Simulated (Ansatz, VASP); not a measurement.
# Si (a cell with a defect): VASP beside Ansatz

```
Si
1.0
     0.00000    5.43000    5.43000
     5.43000    0.00000    5.43000
     5.43000    5.43000    0.00000
Si
17
Direct
  0.99707 0.99697 0.00269
  0.12336 0.12322 0.13027
  0.00075 0.00035 0.49889
  0.12311 0.12289 0.62255
  0.99710 0.50336 0.00258
  0.12611 0.62472 0.12451
  0.99707 0.50314 0.49686
  0.12310 0.63180 0.62242
  0.50355 0.99702 0.00246
  0.62482 0.12609 0.12443
  0.50342 0.99689 0.49678
  0.63222 0.12284 0.62229
  0.49999 0.49997 0.00006
  0.62483 0.62471 0.12436
  0.50343 0.50313 0.49669
  0.62476 0.62458 0.62620
  0.25073 0.25034 0.74891
```

Alike in both runs: functional PBE; dispersion D3(BJ); k mesh 2 × 2 × 2; occupations fermi-dirac, width 0.02 eV; no spin polarisation.

Ansatz relaxed the structure, and its values are those at the end. VASP's run is a single point on that final structure, the one shown.

|  | VASP | Ansatz |
| --- | --- | --- |
| version | VASP 6.6.1 | Ansatz 0.2.0 |
| potentials or method | VASP PAW PBE potentials, release 64 (Si) | scalar-relativistic, plane waves, PAW |
| plane-wave cutoff (eV) | 520 | 420 |
| valence electrons in the cell | 68 | 68 |

VASP gave:

| Property | Result |
| --- | --- |
| rms of the force components (eV/Å) | 0.009 |
| dispersion energy (meV/atom) | -332.0 |

Question: Estimate Ansatz's values.

Answer: rms of the force components (eV/Å): 0.010; dispersion energy (meV/atom): -332.0.

With one functional, cell and mesh, what is left measures potentials, basis and numerics.

Caveats: the k mesh is coarse (spacing up to 0.50 Å⁻¹), so the values aren't converged.
